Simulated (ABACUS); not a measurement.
## Sr: single point with PBE

The system is Sr.

```xyz
1
Lattice="-2.3802 2.4776 2.4247 2.3779 -2.5186 2.4635 2.3656 2.5040 -2.4657" Properties=species:S:1:pos:R:3 pbc="T T T"
Sr   -0.0510   -0.0162    0.0820
```

The cell isn't the ideal one: cell strained at random at fixed volume.

```json
{"Program": "ABACUS 3.10.1", "Task": "single point", "Functional": "PBE", "Potentials or basis": "PseudoDojo NC SR 0.4.1 PBE standard", "Cutoff": "925 eV", "Density cutoff": "3701 eV", "Basis": "plane waves", "k mesh": "8 × 8 × 8", "Occupations": "fermi-dirac, width 0.05 eV", "Spin": "no spin polarisation", "Radial cutoff of the potentials (pseudo_rcut)": "10 bohr", "SCF threshold on the density": "1e-08", "Max SCF steps": "100", "Eigensolver": "dav", "Mixing": "broyden", "Mixing share": "0.7", "Symmetry key": "1", "Bands": "9"}
```

```json
{"Pressure": "-0.7 GPa", "Band gap on the k mesh": "none (metal or under the smearing width)"}
```

Stress tensor (GPa, compression positive):
```
-0.64  0.08  0.01
 0.08 -0.69  0.20
 0.01  0.20 -0.69
```

Levels at points of the mesh, in eV from the Fermi level:
| k point | band 1 | band 2 | band 3 | band 4 | band 5 | band 6 | band 7 | band 8 | band 9 |
| --- | --- | --- | --- | --- | --- | --- | --- | --- | --- |
| (0.00, 0.00, 0.00) | -36.70 | -18.59 | -18.59 | -18.59 | -3.57 | 2.18 | 2.33 | 2.48 | 3.42 |
| (0.50, 0.00, 0.00) | -36.68 | -18.76 | -18.65 | -18.58 | -0.99 | 0.13 | 1.40 | 3.17 | 3.91 |
| (0.00, 0.50, 0.00) | -36.69 | -18.76 | -18.64 | -18.59 | -0.92 | 0.22 | 1.09 | 3.52 | 4.15 |
| (0.50, 0.50, 0.00) | -36.69 | -18.75 | -18.64 | -18.59 | -0.97 | 0.15 | 1.20 | 3.39 | 4.13 |
| (0.00, 0.00, 0.50) | -36.68 | -18.76 | -18.64 | -18.59 | -0.95 | 0.19 | 1.21 | 3.36 | 4.10 |
| (0.50, 0.00, 0.50) | -36.69 | -18.75 | -18.64 | -18.59 | -0.93 | 0.22 | 1.09 | 3.52 | 4.16 |
| (0.00, 0.50, 0.50) | -36.69 | -18.75 | -18.64 | -18.58 | -1.06 | 0.04 | 1.37 | 3.27 | 4.02 |
| (0.50, 0.50, 0.50) | -36.68 | -18.72 | -18.70 | -18.70 | -0.11 | -0.03 | 3.11 | 3.35 | 3.75 |

Wall time 30 s on 4 MPI ranks on Intel(R) Xeon(R) 6975P-C (Granite Rapids), with other jobs on the host, peak memory 0.48 GiB a rank.

Caveat: the cell was measured hot, at 901 K.
